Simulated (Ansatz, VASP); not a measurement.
One calculation of C, two programs

File INCAR:

```
SYSTEM = C
PREC = Accurate ; ENCUT = 520
EDIFF = 1E-6 ; ISMEAR = -1
SIGMA = 0.05 ; LREAL = .False.
LASPH = .True. ; NELM = 80
ALGO = Normal ; ISIF = 2
LWAVE = .False. ; LCHARG = .False.
GGA = CA ; NBANDS = 16
```

File KPOINTS:

```
Automatic mesh
0
Gamma
  14 14 5
  0 0 0
```

Contents of POSCAR:

```
C
1.0
    2.5085302252      0.0000000000      0.0000000000
   -1.2542651126      2.1724509012      0.0000000000
    0.0000000000      0.0000000000      6.7815271313
C
4
Direct
    0.0000000000      0.0000000000      0.2500000000
    1.0000000000      1.0000000000      0.7500000000
    0.3333333333      0.6666666667      0.2500000000
    0.6666666667      0.3333333333      0.7500000000
```

Input for Ansatz:

```yaml
crystal:
  lattice:
    - [2.5085302252, 0.0, 0.0]
    - [-1.2542651126, 2.1724509012, 0.0]
    - [0.0, 0.0, 6.7815271313]
  atoms:
    - { symbol: C, position: [0.0, 0.0, 0.25] }
    - { symbol: C, position: [1.0, 1.0, 0.75] }
    - { symbol: C, position: [0.3333333333, 0.6666666667, 0.25] }
    - { symbol: C, position: [0.6666666667, 0.3333333333, 0.75] }
hamiltonian:
  xc: lda
  pseudopotentials:
    kind: paw
    azcp:
      C: "pseudopotentials/C.paw.azcp"
basis:
  ecutwfc: 420
  fft_grid_basis: typed
kpoints:
  mp_grid: { grid: [14, 14, 5], shift: [0, 0, 0] }
magnetization:
  spin_polarized: false
scf:
  occupations: { method: fermi_dirac, width: 0.05 }
output:
  stress: true
```

Alike in both runs: task single point; functional LDA; k mesh 14 × 14 × 5; occupations fermi-dirac, width 0.05 eV; no spin polarisation.

```csv
,VASP,Ansatz
version,VASP 6.6.1,Ansatz 0.2.0
potentials or method,"VASP PAW LDA potentials, release 64 (C)","plane waves (420 eV) with PAW, scalar-relativistic"
plane-wave cutoff (eV),520,420
valence electrons in the cell,16,16
```

|  | VASP | Ansatz | Ansatz less VASP |
| --- | --- | --- | --- |
| pressure (GPa) | -19.0 | -19.8 | -0.73 |
| largest component of the traceless stress (GPa) | 18.51 | 19.37 | +0.860 |

Ansatz warned: «pseudo_functional_mismatch».

Caveats: so large a pressure means that the cell lies far from this level's equilibrium, or that cutoff or potentials fall short (VASP).
